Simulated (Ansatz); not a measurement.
# Pd in Ansatz: the effect of target pressure

The system is Pd.

```xyz
1
Lattice="-1.5723 1.5723 1.5723 1.5723 -1.5723 1.5723 1.5723 1.5723 -1.5723" Properties=species:S:1:pos:R:3 pbc="T T T"
Pd    0.0000    0.0000    0.0000
```

This isn't the form of Pd at room conditions, which is fcc.

Alike in all runs:

```yaml
Program: Ansatz 0.2.0
Task: relaxation of cell and atoms
Functional: PBEsol
Potentials_or_basis: Ansatz PAW
Cutoff: "420 eV (not typed: the program's choice for these potentials)"
k_mesh: 12 × 12 × 12
Occupations: fermi-dirac, width 0.05 eV
Spin: no spin polarisation
```

Each run relaxes the cell or the atoms first.

| target pressure | relaxed volume (Å³/atom) |
| --- | --- |
| 0 GPa | 14.66 |
| 2 GPa | 14.52 |
| 5 GPa | 14.32 |
| 10 GPa | 14.02 |
| 20 GPa | ? |
| 30 GPa | 13.11 |

**Question.** What does the run with target pressure 20 GPa give?

**Answer.** Relaxed volume 13.52 Å³/atom.

Worked out: In Murnaghan's law V^(-B') rises as a straight line in P. The other rows fit best with B' = 5.0, V0 = 14.66 Å³/atom and B0 = 200 GPa, which gives 13.52 Å³/atom at 20 GPa, against the run's 13.52.

Caveats: the plane-wave basis is chosen anew once the cell has moved, so the energies of steps on either side of that aren't comparable; the PAW data sets come from PBE, with cores solved anew for the run's functional, which leaves a small shift of forces and pressure; the volume moved by over 15 % at a fixed basis, so the end points are rough (some runs).
